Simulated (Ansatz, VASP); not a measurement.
## W in VASP and in Ansatz

```
W
1.0
     5.03201    0.00000    0.00000
     0.00000    5.03201    0.00000
     0.00000    0.00000    5.03201
W
8
Direct
  0.25000 0.00000 0.50000
  0.75000 0.00000 0.50000
  0.00000 0.50000 0.25000
  0.00000 0.50000 0.75000
  0.50000 0.75000 0.00000
  0.50000 0.25000 0.00000
  0.00000 0.00000 0.00000
  0.50000 0.50000 0.50000
```

Alike in both runs: functional PBEsol; k mesh 8 × 8 × 8; occupations gaussian, width 0.1 eV; no spin polarisation.

Ansatz relaxed the structure, and its values are those at the end. VASP's run is a single point on that final structure, the one shown.

```csv
,VASP,Ansatz
version,VASP 6.6.1,Ansatz 0.2.0
potentials or method,"VASP PAW PBE potentials, release 64 (W_sv)","scalar-relativistic, plane waves, PAW"
plane-wave cutoff (eV),520,420
valence electrons in the cell,112,112
```

|  | VASP | Ansatz | Ansatz less VASP |
| --- | --- | --- | --- |
| gap on the k mesh at the Fermi level (eV) | none | none | - |
| pressure (GPa) | 0.8 | 0.0 | -0.75 |

A gap of «none» marks a metal or a gap that the smearing closes.

Caveats: the PAW data sets were made with another functional, which shifts forces and pressure a little (VASP). Spin-orbit coupling is left out, which matters for the levels of W.
